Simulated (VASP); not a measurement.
# Li (Im-3m) in VASP: a series of runs

Runs on Li. Level: PBE. Tasks: single point.

Everything below comes from runs of VASP 6.6.1. Logs are shortened: lines on timing, memory, paths and dates and some standing lists are left out, and cuts for length are marked.

## Step 1: The structure

The structure is cubic, space group Im-3m (No. 229). Conventional cell: a = 3.509 Å, b = 3.509 Å, c = 3.509 Å, α = 90.00°, β = 90.00°, γ = 90.00°. Around Li (site symmetry m-3m) lie 8 Li at 3.04 Å.

## Step 2: Single point, PBE

The input, INCAR:

```
SYSTEM = Li
PREC = Accurate
ENCUT = 520
EDIFF = 1E-6
ISMEAR = -1
SIGMA = 0.05
LREAL = .FALSE.
LASPH = .TRUE.
NELM = 60
ALGO = Normal
ISIF = 2
LWAVE = .FALSE.
LCHARG = .FALSE.
GGA = PE
NBANDS = 8
```

The input, KPOINTS:

```
regular mesh
0
G
  11 11 11
  0 0 0
```

The input, POSCAR:

```
Li
1.0
   -1.7546500000      1.7546500000      1.7546500000
    1.7546500000     -1.7546500000      1.7546500000
    1.7546500000      1.7546500000     -1.7546500000
Li
1
Direct
    0.0000000000      0.0000000000      0.0000000000
```

Potentials or basis: VASP PAW PBE potentials, release 64 (Li_sv).

Started as:

```console
$ cat potpaw_PBE.64/Li_sv/POTCAR > POTCAR
$ mpirun -np 1 vasp_std > vasp.out
```

OUTCAR:

```text
SYSTEM = Li
   PREC = Accurate
   ENCUT = 520
   EDIFF = 1E-6
   ISMEAR = -1
   LREAL = .FALSE.
   LASPH = .TRUE.
   NELM = 60
   ISIF = 2
   GGA = PE

 ion  position               nearest neighbor table
   1  0.000  0.000  0.000-

  LATTYP: Found a body centered cubic cell.
 ALAT       =     3.5093000000

  Lattice vectors:

 A1 = (  -1.7546500000,   1.7546500000,   1.7546500000)
 A2 = (   1.7546500000,  -1.7546500000,   1.7546500000)
 A3 = (   1.7546500000,   1.7546500000,  -1.7546500000)

Analysis of symmetry for initial positions (statically):
=====================================================================
 Subroutine PRICEL returns:
 Original cell was already a primitive cell.

 Routine SETGRP: Setting up the symmetry group for a
 body centered cubic supercell.

 Subroutine GETGRP returns: Found 48 space group operations
 (whereof 48 operations were pure point group operations)
 out of a pool of 48 trial point group operations.

The static configuration has the point symmetry O_h .

Analysis of symmetry for dynamics (positions and initial velocities):
=====================================================================
 Subroutine PRICEL returns:
 Original cell was already a primitive cell.

 Routine SETGRP: Setting up the symmetry group for a
 body centered cubic supercell.

 Subroutine GETGRP returns: Found 48 space group operations
 (whereof 48 operations were pure point group operations)
 out of a pool of 48 trial point group operations.

The dynamic configuration has the point symmetry O_h .

 Subroutine INISYM returns: Found 48 space group operations
 (whereof 48 operations are pure point group operations),
 and found     1 'primitive' translations

----------------------------------------------------------------------------------------

                                     Primitive cell

  volume of cell :      21.6088

  direct lattice vectors                    reciprocal lattice vectors
    -1.754650000  1.754650000  1.754650000     0.000000000  0.284957114  0.284957114
     1.754650000 -1.754650000  1.754650000     0.284957114  0.000000000  0.284957114
     1.754650000  1.754650000 -1.754650000     0.284957114  0.284957114  0.000000000

  length of vectors
     3.039142950  3.039142950  3.039142950     0.402990215  0.402990215  0.402990215

  position of ions in fractional coordinates (direct lattice)
     0.000000000  0.000000000  0.000000000

  ion indices of the primitive-cell ions
   primitive index   ion index
                 1           1

----------------------------------------------------------------------------------------

 KPOINTS: regular mesh

Automatic generation of k-mesh.
 Grid dimensions read from file:
 generate k-points for:   11   11   11

 Generating k-lattice:

  Cartesian coordinates                     Fractional coordinates (reciprocal lattice)
     0.000000000  0.025905192  0.025905192     0.090909091  0.000000000  0.000000000
     0.025905192  0.000000000  0.025905192     0.000000000  0.090909091  0.000000000
     0.025905192  0.025905192  0.000000000     0.000000000  0.000000000  0.090909091

  Length of vectors
     0.036635474  0.036635474  0.036635474

  Shift w.r.t. Gamma in fractional coordinates (k-lattice)
     0.000000000  0.000000000  0.000000000

 Subroutine IBZKPT returns following result:
 ===========================================

 Found     56 irreducible k-points:

 Following reciprocal coordinates:
            Coordinates               Weight
  0.000000  0.000000  0.000000      1.000000
  0.090909  0.000000  0.000000     12.000000
  0.181818  0.000000  0.000000     12.000000
  0.272727  0.000000  0.000000     12.000000
  0.363636  0.000000  0.000000     12.000000
  0.454545  0.000000  0.000000     12.000000
[... 16 lines left out ...]
  0.272727  0.181818  0.090909     48.000000
  0.363636  0.181818  0.090909     24.000000
 [... further k-points ...]
   k-points           NKPTS =     56   k-points in BZ     NKDIM =     56   number of bands    NBANDS=      8
   number of dos      NEDOS =    301   number of ions     NIONS =      1
   total plane-waves  NPLWV =  13824
   dimension x,y,z NGX =    24 NGY =   24 NGZ =   24
   dimension x,y,z NGXF=    48 NGYF=   48 NGZF=   48
   ions per type =               1
   NGX,Y,Z   is equivalent  to a cutoff of  13.13, 13.13, 13.13 a.u.
   NGXF,Y,Z  is equivalent  to a cutoff of  26.26, 26.26, 26.26 a.u.
 SYSTEM =  Li
   PREC   = accura    normal or accurate (medium, high low for compatibility)
   ISTART =      0    job   : 0-new  1-cont  2-samecut
   ICHARG =      2    charge: 1-file 2-atom 10-const
   ISPIN  =      1    spin polarized calculation?
   LNONCOLLINEAR =      F non collinear calculations
   LSORBIT =      F    spin-orbit coupling
   LASPH  =      T    aspherical Exc in radial PAW
   ENCUT  =  520.0 eV  38.22 Ry    6.18 a.u.   5.65  5.65  5.65*2*pi/ulx,y,z
   NELM   =     60;   NELMIN=  2; NELMDL= -5     # of ELM steps
   EDIFF  = 0.1E-05   stopping-criterion for ELM
   LREAL  =      F    real-space projection
   EDIFFG = 0.1E-04   stopping-criterion for IOM
   NSW    =      0    number of steps for IOM
   IBRION =     -1    ionic relax: 0-MD 1-quasi-New 2-CG
   NFREE  =      0    steps in history (QN), initial steepest desc. (CG)
   ISIF   =      2    stress and relaxation
   ISYM   =      2    0-nonsym 1-usesym 2-fastsym
   POTIM  = 0.5000    time-step for ionic-motion
   TEBEG  =    0.0;   TEEND  =   0.0 temperature during run
   PSTRESS=    0.0 pullay stress
   NELECT =       3.0000    total number of electrons
   NUPDOWN=      -1.0000    fix difference up-down
   EMIN   =  10.00;   EMAX   =-10.00  energy-range for DOS
   EFERMI =   0.00;   METHOD = LEGACY
   ISMEAR =    -1;   SIGMA  =   0.05  broadening in eV -4-tet -1-fermi 0-gaus
   EFERMI_NEDOS =   21; number of points for ismear=-14 and -15
   IALGO  =     38    algorithm
   IMIX   =      4    mixing-type and parameters
     AMIX     =   0.40;   BMIX     =  1.00
     AMIX_MAG =   1.60;   BMIX_MAG =  1.00
  volume/ion in A,a.u.               =      21.61       145.82
  Fermi-wavevector in a.u.,A,eV,Ry     =   0.847692  1.601906  9.776898  0.718582
  Thomas-Fermi vector in A             =   1.963238
   LORBIT       =      0    0 simple, 1 ext, 2 COOP (PROOUT), +10 PAW based schemes
   GGA     = PE    functional components
   LHFCALC =     F    Hartree Fock is set to
   AEXX    =    0.0000 exact exchange contribution
   IVDW    =     0    specifies the selected vdW correction
   LEPSILON=     F    determine dielectric tensor
   LRPA    =     F    only Hartree local field effects (RPA)
 non-spin polarized calculation
  energy-cutoff  :      520.00
  volume of cell :       21.61
 maximum number of plane-waves:       603
   NGX = 11   NGY = 11   NGZ = 11

 number of electron       2.9999991 magnetization

 Free energy of the ion-electron system (eV)
  ---------------------------------------------------
  ext. energy  EPLUGINS =         0.00000000
  ---------------------------------------------------
  free energy    TOTEN  =        -1.90651604 eV

  energy without entropy =       -1.90280214  energy(sigma->0) =       -1.90465909

 E-fermi :   0.4699     XC(G=0):  -6.8903

 val. band max:        0.4294801367   @ k =  -0.3636   0.4545   0.0909
 cond. band min:       0.4718260082   @ k =   0.4545   0.0000   0.0000
 fundamental gap:      0.0423458715
 Fermi energy:         0.4698977899

 k-point     1 :       0.0000    0.0000    0.0000
  band No.  band energies     occupation
      1     -46.1868      2.00000
      2      -3.0244      2.00000
      3      14.4013      0.00000
      4      14.4014      0.00000
      5      14.4014      0.00000
      6      19.0437      0.00000
      7      19.0438      0.00000
      8      19.0438      0.00000

 k-point     2 :       0.0909    0.0000    0.0000
  band No.  band energies     occupation
      1     -46.1855      2.00000
      2      -2.8714      2.00000
      3      13.3887      0.00000
      4      13.7224      0.00000
      5      14.1479      0.00000
      6      17.3849      0.00000
      7      17.5713      0.00000
      8      19.0570      0.00000

 k-point     3 :       0.1818    0.0000    0.0000
  band No.  band energies     occupation
      1     -46.1823      2.00000
      2      -2.4128      2.00000
      3      10.8510      0.00000
      4      12.5382      0.00000
      5      13.4926      0.00000
      6      15.9998      0.00000
      7      16.5604      0.00000
      8      18.9224      0.00000

 k-point     4 :       0.2727    0.0000    0.0000
  band No.  band energies     occupation
      1     -46.1781      2.00000
      2      -1.6522      2.00000
      3       8.0960      0.00000
      4      11.5031      0.00000
      5      12.7402      0.00000
      6      14.8027      0.00000
      7      16.4372      0.00000
      8      19.5309      0.00000

 k-point     5 :       0.3636    0.0000    0.0000
  band No.  band energies     occupation
      1     -46.1742      2.00000
      2      -0.6196      2.00000
      3       5.6479      0.00000
      4      10.7786      0.00000
      5      12.1469      0.00000
      6      14.0014      0.00000
      7      16.5774      0.00000
      8      20.6261      0.00000
[... 177 lines left out ...]
 k-point    22 :       0.1818    0.1818    0.0909
  band No.  band energies     occupation
      1     -46.1740      2.00000
      2      -0.4302      2.00000
      3       6.7721      0.00000
      4       7.9231      0.00000
      5       9.7995      0.00000
      6      18.6410      0.00000
      7      18.8290      0.00000
      8      21.7368      0.00000

 k-point    23 :       0.2727    0.1818    0.0909
  band No.  band energies     occupation
      1     -46.1717      2.00000
      2       0.7457      0.00801
      3       4.8053      0.00000
      4       7.1332      0.00000
      5       9.4160      0.00000
      6      19.0536      0.00000
      7      19.6153      0.00000
      8      22.5813      0.00000

 k-point    24 :       0.3636    0.1818    0.0909
  band No.  band energies     occupation
      1     -46.1709      2.00000
      2       1.6554      0.00000
      3       3.5772      0.00000
      4       6.9157      0.00000
      5       9.2890      0.00000
      6      19.1043      0.00000
      7      20.0112      0.00000
      8      23.2690      0.00000

 [... further k-points ...]

------------------------ aborting loop because EDIFF is reached ----------------------------------------

  FORCE on cell =-STRESS in cart. coord.  units (eV):
  Direction    XX          YY          ZZ          XY          YZ          ZX
  --------------------------------------------------------------------------------------
  -------------------------------------------------------------------------------------
  Total       -0.1178270     -0.1178270     -0.1178270      0.0000000      0.0000000     -0.0000000
  in kB       -8.7362260     -8.7362260     -8.7362260      0.0000000      0.0000000     -0.0000000
  external PRESSURE =      -8.7362260 kB  Pullay stress =       0.0000000 kB

 VOLUME and BASIS-vectors are now :
 -----------------------------------------------------------------------------
  energy-cutoff  :      520.00
  volume of cell :       21.61
      direct lattice vectors                 reciprocal lattice vectors
    -1.754650000  1.754650000  1.754650000     0.000000000  0.284957114  0.284957114
     1.754650000 -1.754650000  1.754650000     0.284957114  0.000000000  0.284957114
     1.754650000  1.754650000 -1.754650000     0.284957114  0.284957114  0.000000000

 POSITION                                       TOTAL-FORCE (eV/Angst)
 -----------------------------------------------------------------------------------
      0.00000      0.00000      0.00000         0.000000     -0.000000      0.000000
 -----------------------------------------------------------------------------------
    total drift:                                0.000000      0.000000      0.000000

  FREE ENERGIE OF THE ION-ELECTRON SYSTEM (eV)
  ---------------------------------------------------
  free  energy   TOTEN  =        -1.9065160388 eV

  energy  without entropy=       -1.9028021416  energy(sigma->0) =       -1.90465909
```

Wall time 6.4 s (1 thread of Intel Xeon Platinum 8488C (Sapphire Rapids), shared host); peak memory 0.13 GiB.

What came out:

```yaml
Free_energy: -1.9065 eV
Band_gap_on_the_k_mesh: none (metal or under the smearing width)
```

Levels at points of the mesh, in eV from the Fermi level:
```csv
k point,band 1,band 2,band 3,band 4,band 5
"(0.00, 0.00, 0.00)",-46.66,-3.49,13.93,13.93,13.93
```

Caveat: the cutoff is under 1.25 times the usual one of these potentials, so pressure, stress and relaxed cells hold a basis-set (Pulay) error.

## Step 3: Single point, PBE (volume scaled by 0.96)

The input, INCAR:

```
ALGO = Normal ; EDIFF = 1E-6
ENCUT = 520 ; GGA = PE
ISIF = 2 ; ISMEAR = -1
LASPH = T ; LCHARG = T
LELF = T ; LREAL = F
LVHAR = T ; LWAVE = F
NBANDS = 8 ; NELM = 80
PREC = Accurate ; SIGMA = 0.05
```

The input, KPOINTS:

```
k-points
0
Gamma
  11 11 11
```

The input, POSCAR:

```
Li
1.0
   -1.7309356065      1.7309356065      1.7309356065
    1.7309356065     -1.7309356065      1.7309356065
    1.7309356065      1.7309356065     -1.7309356065
Li
1
Direct
    0.0000000000      0.0000000000      0.0000000000
```

Potentials or basis: VASP PAW PBE potentials, release 64 (Li_sv).

Started as:

```console
$ cat potpaw_PBE.64/Li_sv/POTCAR > POTCAR
$ mpirun -np 1 vasp_std > vasp.out
```

OUTCAR:

```text
EDIFF = 1E-6
   ENCUT = 520
   GGA = PE
   ISIF = 2
   ISMEAR = -1
   LASPH = T
   LREAL = F
   NELM = 80
   PREC = Accurate

 ion  position               nearest neighbor table
   1  0.000  0.000  0.000-

  LATTYP: Found a body centered cubic cell.
 ALAT       =     3.4618712130

  Lattice vectors:

 A1 = (  -1.7309356065,   1.7309356065,   1.7309356065)
 A2 = (   1.7309356065,  -1.7309356065,   1.7309356065)
[... 442 lines left out ...]
      7      20.6759      0.00000
      8      24.0081      0.00000

 [... further k-points ...]

------------------------ aborting loop because EDIFF is reached ----------------------------------------

  FORCE on cell =-STRESS in cart. coord.  units (eV):
  Direction    XX          YY          ZZ          XY          YZ          ZX
  --------------------------------------------------------------------------------------
  -------------------------------------------------------------------------------------
  Total       -0.0507362     -0.0507362     -0.0507362     -0.0000000     -0.0000000     -0.0000000
  in kB       -3.9185499     -3.9185499     -3.9185499     -0.0000000     -0.0000000     -0.0000000
  external PRESSURE =      -3.9185499 kB  Pullay stress =       0.0000000 kB

 VOLUME and BASIS-vectors are now :
 -----------------------------------------------------------------------------
  energy-cutoff  :      520.00
  volume of cell :       20.74
      direct lattice vectors                 reciprocal lattice vectors
    -1.730935606  1.730935606  1.730935606     0.000000000  0.288861121  0.288861121
     1.730935606 -1.730935606  1.730935606     0.288861121  0.000000000  0.288861121
     1.730935606  1.730935606 -1.730935606     0.288861121  0.288861121  0.000000000

 POSITION                                       TOTAL-FORCE (eV/Angst)
 -----------------------------------------------------------------------------------
      0.00000      0.00000      0.00000         0.000000     -0.000000     -0.000000
 -----------------------------------------------------------------------------------
    total drift:                               -0.000000      0.000000     -0.000000

  FREE ENERGIE OF THE ION-ELECTRON SYSTEM (eV)
  ---------------------------------------------------
  free  energy   TOTEN  =        -1.9094311634 eV

  energy  without entropy=       -1.9057004904  energy(sigma->0) =       -1.90756583
```

OSZICAR:

```text
N       E                     dE             d eps       ncg     rms          rms(c)
DAV:   1    -0.861787591374E-01   -0.86179E-01   -0.73416E+02   904   0.265E+02
DAV:   2    -0.188578052533E+01   -0.17996E+01   -0.17758E+01  1288   0.353E+01
DAV:   3    -0.191078073631E+01   -0.25000E-01   -0.24999E-01  1024   0.317E+00
DAV:   4    -0.191108366542E+01   -0.30293E-03   -0.30293E-03  1368   0.337E-01
DAV:   5    -0.191108499918E+01   -0.13338E-05   -0.13337E-05  1056   0.157E-02    0.223E-01
DAV:   6    -0.190996564549E+01    0.11194E-02   -0.28812E-04  1408   0.660E-02    0.127E-01
DAV:   7    -0.190943177474E+01    0.53387E-03   -0.67823E-04  1400   0.102E-01    0.276E-02
DAV:   8    -0.190943116336E+01    0.61138E-06   -0.69698E-06  1016   0.193E-02
   1 F= -.19094312E+01 E0= -.19075658E+01  d E =-.373067E-02
```

stdout:

```text
POSCAR found type information on POSCAR Li
 POSCAR found :  1 types and       1 ions
 scaLAPACK will be used
 LDA part: xc-table for (Slater+PW92), standard interpolation
 POSCAR, INCAR and KPOINTS ok, starting setup
 FFT: planning ... GRIDC
 FFT: planning ... GRID_SOFT
 FFT: planning ... GRID
 WAVECAR not read
 entering main loop
```

It took 6.4 s on 1 thread of Intel Xeon Platinum 8488C (Sapphire Rapids), shared host; peak memory 0.13 GiB.

Results:

| Property | Result |
| --- | --- |
| Free energy | -1.9094 eV |
| Band gap on the k mesh | none (metal or under the smearing width) |

Levels at points of the mesh, in eV from the Fermi level:
| k point | band 1 | band 2 | band 3 | band 4 | band 5 | band 6 | band 7 |
| --- | --- | --- | --- | --- | --- | --- | --- |
| (0.00, 0.00, 0.00) | -46.59 | -3.55 | 14.35 | 14.35 | 14.35 | 19.07 | 19.07 |

Caveat: the cutoff is under 1.25 times the usual one of these potentials, so pressure, stress and relaxed cells hold a basis-set (Pulay) error.
